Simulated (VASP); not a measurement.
# CdTe (F-43m) in VASP: a series of runs

The runs below take CdTe through single point, with LDA.

Program: VASP 6.6.1. These are calculated values, not measurements. Logs are shortened: lines on timing, memory, paths and dates and some standing lists are left out, and cuts for length are marked.

### Step 1. The undisturbed crystal

Symmetry: F-43m, No. 216, cubic system. Conventional cell: a = 6.410 Å, b = 6.410 Å, c = 6.410 Å, α = 90.00°, β = 90.00°, γ = 90.00°. Te (site symmetry -43m) has 4 Cd at 2.78 Å as nearest neighbours. Cd (site symmetry -43m) is surrounded by 4 Te at 2.78 Å.

### Step 2. Single point, LDA (grid = ENCUT=400 dk=0.9 cell=2x2x2 ISMEAR=0 SIGMA=0.05 LREAL=Auto EDIFF=1e-06)

Input file INCAR:

```
ALGO     = Fast           # electronic algorithm
EDIFF    = 1E-6           # SCF threshold, eV
ENCUT    = 400            # plane-wave cutoff, eV
ISIF     = 2              # what is computed and relaxed
ISMEAR   = 0              # smearing method
LASPH    = True           # aspherical terms in the spheres
LCHARG   = False          # write CHGCAR
LREAL    = Auto         
LWAVE    = False          # write WAVECAR
NBANDS   = 80             # bands
NELM     = 120            # most SCF steps
PREC     = Accurate       # precision mode
SIGMA    = 0.05           # smearing width, eV
```

Input file KPOINTS:

```
k-points
0
Gamma
  1 1 1
```

Input file POSCAR:

```
CdTe
1.0
    0.0000000000      6.4100000000      6.4100000000
    6.4100000000      0.0000000000      6.4100000000
    6.4100000000      6.4100000000      0.0000000000
Te Cd
8 8
Direct
    0.3750000000      0.3750000000      0.3750000000
    0.3750000000      0.3750000000      0.8750000000
    0.3750000000      0.8750000000      0.3750000000
    0.3750000000      0.8750000000      0.8750000000
    0.8750000000      0.3750000000      0.3750000000
    0.8750000000      0.3750000000      0.8750000000
    0.8750000000      0.8750000000      0.3750000000
    0.8750000000      0.8750000000      0.8750000000
    0.0000000000      0.0000000000      0.0000000000
    0.0000000000      0.0000000000      0.5000000000
    0.0000000000      0.5000000000      0.0000000000
    0.0000000000      0.5000000000      0.5000000000
    0.5000000000      0.0000000000      0.0000000000
    0.5000000000      0.0000000000      0.5000000000
    0.5000000000      0.5000000000      0.0000000000
    0.5000000000      0.5000000000      0.5000000000
```

Potentials or basis: VASP PAW LDA potentials, release 64 (Te, Cd).

Launch:

```sh
> cat potpaw_LDA.64/Te/POTCAR potpaw_LDA.64/Cd/POTCAR > POTCAR
> mpirun -np 1 vasp_std > vasp.out
```

OUTCAR:

```text
EDIFF = 1E-6
   ENCUT = 400
   ISIF = 2
   ISMEAR = 0
   LASPH = True
   LREAL = Auto
   NELM = 120
   PREC = Accurate

 Found      1 irreducible k-points:

 Following reciprocal coordinates:
            Coordinates               Weight
  0.000000  0.000000  0.000000      1.000000
   k-points           NKPTS =      1   k-points in BZ     NKDIM =      1   number of bands    NBANDS=     80
   number of dos      NEDOS =    301   number of ions     NIONS =     16
   total plane-waves  NPLWV = 216000
   dimension x,y,z NGX =    60 NGY =   60 NGZ =   60
   dimension x,y,z NGXF=   120 NGYF=  120 NGZF=  120
   ions per type =               8   8
   NGX,Y,Z   is equivalent  to a cutoff of  11.00, 11.00, 11.00 a.u.
   NGXF,Y,Z  is equivalent  to a cutoff of  22.01, 22.01, 22.01 a.u.
 SYSTEM =  unknown system
   PREC   = accura    normal or accurate (medium, high low for compatibility)
   ISTART =      0    job   : 0-new  1-cont  2-samecut
   ICHARG =      2    charge: 1-file 2-atom 10-const
   ISPIN  =      1    spin polarized calculation?
   LNONCOLLINEAR =      F non collinear calculations
   LSORBIT =      F    spin-orbit coupling
   LASPH  =      T    aspherical Exc in radial PAW
   ENCUT  =  400.0 eV  29.40 Ry    5.42 a.u.  14.78 14.78 14.78*2*pi/ulx,y,z
   NELM   =    120;   NELMIN=  2; NELMDL= -5     # of ELM steps
   EDIFF  = 0.1E-05   stopping-criterion for ELM
   LREAL  =      T    real-space projection
   EDIFFG = 0.1E-04   stopping-criterion for IOM
   NSW    =      0    number of steps for IOM
   IBRION =     -1    ionic relax: 0-MD 1-quasi-New 2-CG
   NFREE  =      0    steps in history (QN), initial steepest desc. (CG)
   ISIF   =      2    stress and relaxation
   ISYM   =      2    0-nonsym 1-usesym 2-fastsym
   POTIM  = 0.5000    time-step for ionic-motion
   TEBEG  =    0.0;   TEEND  =   0.0 temperature during run
   PSTRESS=    0.0 pullay stress
   NELECT =     144.0000    total number of electrons
   NUPDOWN=      -1.0000    fix difference up-down
   EMIN   =  10.00;   EMAX   =-10.00  energy-range for DOS
   EFERMI =   0.00;   METHOD = LEGACY
   ISMEAR =     0;   SIGMA  =   0.05  broadening in eV -4-tet -1-fermi 0-gaus
   EFERMI_NEDOS =   21; number of points for ismear=-14 and -15
   IALGO  =     68    algorithm
   IMIX   =      4    mixing-type and parameters
     AMIX     =   0.40;   BMIX     =  1.00
     AMIX_MAG =   1.60;   BMIX_MAG =  1.00
  volume/ion in A,a.u.               =      32.92       222.17
  Fermi-wavevector in a.u.,A,eV,Ry     =   1.062497  2.007828 15.359610  1.128899
  Thomas-Fermi vector in A             =   2.197950
   LORBIT       =      0    0 simple, 1 ext, 2 COOP (PROOUT), +10 PAW based schemes
   GGA     = CA    functional components
   LHFCALC =     F    Hartree Fock is set to
   AEXX    =    0.0000 exact exchange contribution
   IVDW    =     0    specifies the selected vdW correction
   LEPSILON=     F    determine dielectric tensor
   LRPA    =     F    only Hartree local field effects (RPA)
 non-spin polarized calculation
 RMM-DIIS sequential band-by-band and
 Gauss-broadening in eV      SIGMA  =   0.05
  energy-cutoff  :      400.00
  volume of cell :      526.75
 maximum number of plane-waves:      9577
 NGX is ok and might be reduce to    60
   NGX = 29   NGY = 29   NGZ = 29

 number of electron     144.0000088 magnetization

 Free energy of the ion-electron system (eV)
  ---------------------------------------------------
  ext. energy  EPLUGINS =         0.00000000
  ---------------------------------------------------
  free energy    TOTEN  =       -37.16156463 eV

  energy without entropy =      -37.16156463  energy(sigma->0) =      -37.16156463

 E-fermi :   2.9991     XC(G=0):  -9.0019

 val. band max:        2.7582715723   @ k =   0.0000   0.0000   0.0000
 cond. band min:       3.2359527727   @ k =   0.0000   0.0000   0.0000
 fundamental gap:      0.4776812004
 Fermi energy:         2.9991050901

 k-point     1 :       0.0000    0.0000    0.0000
  band No.  band energies     occupation
      1      -8.6406      2.00000
      2      -8.2098      2.00000
      3      -8.2098      2.00000
      4      -8.2098      2.00000
      5      -8.2098      2.00000
      6      -8.0836      2.00000
[... 72 lines left out ...]
     79       4.8879      0.00000
     80       4.9307      0.00000

------------------------ aborting loop because EDIFF is reached ----------------------------------------

  FORCE on cell =-STRESS in cart. coord.  units (eV):
  Direction    XX          YY          ZZ          XY          YZ          ZX
  --------------------------------------------------------------------------------------
  -------------------------------------------------------------------------------------
  Total       12.5183815     12.5183815     12.5183815     -0.0000000     -0.0000000      0.0000000
  in kB       38.0762948     38.0762948     38.0762948     -0.0000000     -0.0000000      0.0000000
  external PRESSURE =      38.0762948 kB  Pullay stress =       0.0000000 kB

 VOLUME and BASIS-vectors are now :
 -----------------------------------------------------------------------------
  energy-cutoff  :      400.00
  volume of cell :      526.75
      direct lattice vectors                 reciprocal lattice vectors
     0.000000000  6.410000000  6.410000000    -0.078003120  0.078003120  0.078003120
     6.410000000  0.000000000  6.410000000     0.078003120 -0.078003120  0.078003120
     6.410000000  6.410000000  0.000000000     0.078003120  0.078003120 -0.078003120

 POSITION                                       TOTAL-FORCE (eV/Angst)
 -----------------------------------------------------------------------------------
      4.80750      4.80750      4.80750         0.000000     -0.000000      0.000000
      8.01250      8.01250      4.80750        -0.000000      0.000000      0.000000
      8.01250      4.80750      8.01250         0.000000     -0.000000     -0.000000
     11.21750      8.01250      8.01250         0.000000      0.000000      0.000000
      4.80750      8.01250      8.01250         0.000000     -0.000000      0.000000
      8.01250     11.21750      8.01250        -0.000000      0.000000      0.000000
[... 8 lines left out ...]
      3.20500      3.20500      6.41000        -0.000000     -0.000000     -0.000000
      6.41000      6.41000      6.41000        -0.000000     -0.000000     -0.000000
 -----------------------------------------------------------------------------------
    total drift:                               -0.000004     -0.000004     -0.000004

  FREE ENERGIE OF THE ION-ELECTRON SYSTEM (eV)
  ---------------------------------------------------
  free  energy   TOTEN  =       -37.1615646280 eV

  energy  without entropy=      -37.1615646280  energy(sigma->0) =      -37.16156463
```

Wall time 37 s (1 thread of Intel Xeon 6975P-C (Granite Rapids), shared host); peak memory 0.34 GiB.

The run converged, but some of its settings lie outside the range that counts as converged, so its numbers aren't taken as properties of the crystal.

What came out:

```
Free energy            : -37.1616 eV
Pressure               : 3.8 GPa
Band gap on the k mesh : 0.48 eV
```

Caveat: the k mesh is coarse (spacing up to 0.85 Å⁻¹), so the values aren't converged; spin-orbit coupling is left out, which moves the levels of the heavy elements; an odd mesh through Γ misses points on the zone boundary, where band edges often lie.

### Step 3. Single point, LDA (grid = ENCUT=400 dk=0.6 cell=2x2x2 ISMEAR=0 SIGMA=0.05 LREAL=Auto EDIFF=1e-06)

INCAR is that of step 2.

Input file KPOINTS:

```
k-points
0
Gamma
  2 2 2
```

POSCAR is that of step 2.

Potentials or basis: VASP PAW LDA potentials, release 64 (Te, Cd).

Launch:

```sh
> cat potpaw_LDA.64/Te/POTCAR potpaw_LDA.64/Cd/POTCAR > POTCAR
> mpirun -np 1 vasp_std > vasp.out
```

OUTCAR:

```text
EDIFF = 1E-6
   ENCUT = 400
   ISIF = 2
   ISMEAR = 0
   LASPH = True
   LREAL = Auto
   NELM = 120
   PREC = Accurate

 Found      3 irreducible k-points:

 Following reciprocal coordinates:
            Coordinates               Weight
  0.000000  0.000000  0.000000      1.000000
  0.500000  0.000000  0.000000      4.000000
  0.500000  0.500000  0.000000      3.000000
   k-points           NKPTS =      3   k-points in BZ     NKDIM =      3   number of bands    NBANDS=     80
   number of dos      NEDOS =    301   number of ions     NIONS =     16
   total plane-waves  NPLWV = 216000
   dimension x,y,z NGX =    60 NGY =   60 NGZ =   60
   dimension x,y,z NGXF=   120 NGYF=  120 NGZF=  120
   ions per type =               8   8
   NGX,Y,Z   is equivalent  to a cutoff of  11.00, 11.00, 11.00 a.u.
   NGXF,Y,Z  is equivalent  to a cutoff of  22.01, 22.01, 22.01 a.u.
 SYSTEM =  unknown system
   PREC   = accura    normal or accurate (medium, high low for compatibility)
   ISTART =      0    job   : 0-new  1-cont  2-samecut
   ICHARG =      2    charge: 1-file 2-atom 10-const
   ISPIN  =      1    spin polarized calculation?
   LNONCOLLINEAR =      F non collinear calculations
[... 63 lines left out ...]
  band No.  band energies     occupation
      1      -8.9361      2.00000
      2      -8.4991      2.00000
      3      -8.4991      2.00000
      4      -8.4991      2.00000
      5      -8.4991      2.00000
      6      -8.3663      2.00000
[... 238 lines left out ...]
     79       5.6477      0.00000
     80       5.6477      0.00000

------------------------ aborting loop because EDIFF is reached ----------------------------------------

  FORCE on cell =-STRESS in cart. coord.  units (eV):
  Direction    XX          YY          ZZ          XY          YZ          ZX
  --------------------------------------------------------------------------------------
  -------------------------------------------------------------------------------------
  Total        0.3732385      0.3732385      0.3732385      0.0000000      0.0000000      0.0000000
  in kB        1.1352537      1.1352537      1.1352537      0.0000000      0.0000000      0.0000000
  external PRESSURE =       1.1352537 kB  Pullay stress =       0.0000000 kB

 VOLUME and BASIS-vectors are now :
 -----------------------------------------------------------------------------
  energy-cutoff  :      400.00
  volume of cell :      526.75
      direct lattice vectors                 reciprocal lattice vectors
     0.000000000  6.410000000  6.410000000    -0.078003120  0.078003120  0.078003120
     6.410000000  0.000000000  6.410000000     0.078003120 -0.078003120  0.078003120
     6.410000000  6.410000000  0.000000000     0.078003120  0.078003120 -0.078003120

 POSITION                                       TOTAL-FORCE (eV/Angst)
 -----------------------------------------------------------------------------------
      4.80750      4.80750      4.80750        -0.000000     -0.000000      0.000000
      8.01250      8.01250      4.80750        -0.000000     -0.000000      0.000000
      8.01250      4.80750      8.01250        -0.000000     -0.000000      0.000000
     11.21750      8.01250      8.01250         0.000000     -0.000000      0.000000
      4.80750      8.01250      8.01250        -0.000000     -0.000000      0.000000
      8.01250     11.21750      8.01250        -0.000000     -0.000000      0.000000
[... 8 lines left out ...]
      3.20500      3.20500      6.41000         0.000000      0.000000     -0.000000
      6.41000      6.41000      6.41000         0.000000      0.000000     -0.000000
 -----------------------------------------------------------------------------------
    total drift:                               -0.000004     -0.000004     -0.000003

  FREE ENERGIE OF THE ION-ELECTRON SYSTEM (eV)
  ---------------------------------------------------
  free  energy   TOTEN  =       -47.8172445030 eV

  energy  without entropy=      -47.8172445030  energy(sigma->0) =      -47.81724450
```

stdout:

```text
POSCAR found type information on POSCAR TeCd
 POSCAR found :  2 types and      16 ions
 scaLAPACK will be used
 LDA part: xc-table for (Slater(with rela. corr.)+CA(PZ))
 , standard interpolation
 POSCAR, INCAR and KPOINTS ok, starting setup
 FFT: planning ... GRIDC
 FFT: planning ... GRID_SOFT
 FFT: planning ... GRID
 WAVECAR not read
 entering main loop
```

Wall time 85 s (1 thread of Intel Xeon 6975P-C (Granite Rapids), shared host); peak memory 0.37 GiB.

These settings aren't checked as converged: the numbers below hold their error.

Results:

| Item | Value |
| --- | --- |
| Free energy | -47.8172 eV |
| Pressure | 0.1 GPa |
| Band gap on the k mesh | 0.63 eV |

Caveat: the k mesh is coarse (spacing up to 0.42 Å⁻¹), so the values aren't converged; spin-orbit coupling is left out, which moves the levels of the heavy elements.

### Step 4. Single point, LDA (grid = ENCUT=280 dk=0.45 cell=2x2x2 ISMEAR=0 SIGMA=0.05 LREAL=Auto EDIFF=1e-06)

Edit INCAR of step 3 so:

```diff
@@ -2,3 +2,3 @@
 EDIFF    = 1E-6           # SCF threshold, eV
-ENCUT    = 400            # plane-wave cutoff, eV
+ENCUT    = 280            # plane-wave cutoff, eV
 ISIF     = 2              # what is computed and relaxed
```

KPOINTS is that of step 3.

POSCAR is that of step 3.

Launch:

```sh
> cat potpaw_LDA.64/Te/POTCAR potpaw_LDA.64/Cd/POTCAR > POTCAR
> mpirun -np 1 vasp_std > vasp.out
```

Wall time 43 s (1 thread of Intel Xeon 6975P-C (Granite Rapids), shared host); peak memory 0.27 GiB.

The run converged, but some of its settings lie outside the range that counts as converged, so its numbers aren't taken as properties of the crystal.

Results:

```yaml
Free_energy: -47.7887 eV
Band_gap_on_the_k_mesh: 0.63 eV
```

Caveat: the k mesh is coarse (spacing up to 0.42 Å⁻¹), so the values aren't converged; the cutoff is under 1.25 times the usual one of these potentials, so pressure, stress and relaxed cells hold a basis-set (Pulay) error; spin-orbit coupling is left out, which moves the levels of the heavy elements.

### Step 5. Single point, LDA (grid = ENCUT=340 dk=0.45 cell=2x2x2 ISMEAR=0 SIGMA=0.05 LREAL=Auto EDIFF=1e-06)

Edit INCAR of step 4 so:

```diff
@@ -2,3 +2,3 @@
 EDIFF    = 1E-6           # SCF threshold, eV
-ENCUT    = 280            # plane-wave cutoff, eV
+ENCUT    = 340            # plane-wave cutoff, eV
 ISIF     = 2              # what is computed and relaxed
```

KPOINTS is that of step 4.

POSCAR is that of step 4.

Launch:

```sh
> cat potpaw_LDA.64/Te/POTCAR potpaw_LDA.64/Cd/POTCAR > POTCAR
> mpirun -np 1 vasp_std > vasp.out
```

It took 65 s on 1 thread of Intel Xeon 6975P-C (Granite Rapids), shared host; peak memory 0.33 GiB.

These settings aren't checked as converged: the numbers below hold their error.

Results:

```yaml
Free_energy: -47.8202 eV
Pressure: 0.2 GPa
Band_gap_on_the_k_mesh: 0.63 eV
```

Caveat: the k mesh is coarse (spacing up to 0.42 Å⁻¹), so the values aren't converged; the cutoff is under 1.25 times the usual one of these potentials, so pressure, stress and relaxed cells hold a basis-set (Pulay) error; spin-orbit coupling is left out, which moves the levels of the heavy elements.

### Step 6. Single point, LDA (grid = ENCUT=400 dk=0.45 cell=2x2x2 ISMEAR=0 SIGMA=0.05 LREAL=Auto EDIFF=1e-06)

Edit INCAR of step 5 so:

```diff
@@ -2,3 +2,3 @@
 EDIFF    = 1E-6           # SCF threshold, eV
-ENCUT    = 340            # plane-wave cutoff, eV
+ENCUT    = 400            # plane-wave cutoff, eV
 ISIF     = 2              # what is computed and relaxed
```

KPOINTS is that of step 5.

POSCAR is that of step 5.

Potentials or basis: VASP PAW LDA potentials, release 64 (Te, Cd).

Launch:

```sh
> cat potpaw_LDA.64/Te/POTCAR potpaw_LDA.64/Cd/POTCAR > POTCAR
> mpirun -np 1 vasp_std > vasp.out
```

It took 73 s on 1 thread of Intel Xeon 6975P-C (Granite Rapids), shared host; peak memory 0.37 GiB.

The run converged, but some of its settings lie outside the range that counts as converged, so its numbers aren't taken as properties of the crystal.

What came out:

- Free energy: -47.8172 eV
- Pressure: 0.1 GPa
- Band gap on the k mesh: 0.63 eV

Caveat: the k mesh is coarse (spacing up to 0.42 Å⁻¹), so the values aren't converged; spin-orbit coupling is left out, which moves the levels of the heavy elements.

### Step 7. For comparison

An earlier run on the cell as given: functional PBEsol; potentials or basis VASP PAW PBE potentials, release 64 (Te, Cd); cutoff 520 eV; k mesh 7 × 7 × 7; occupations fermi-dirac, width 0.05 eV; no spin polarisation.

- Pressure: 1.9 GPa
- Band gap on the k mesh: 0.76 eV, direct
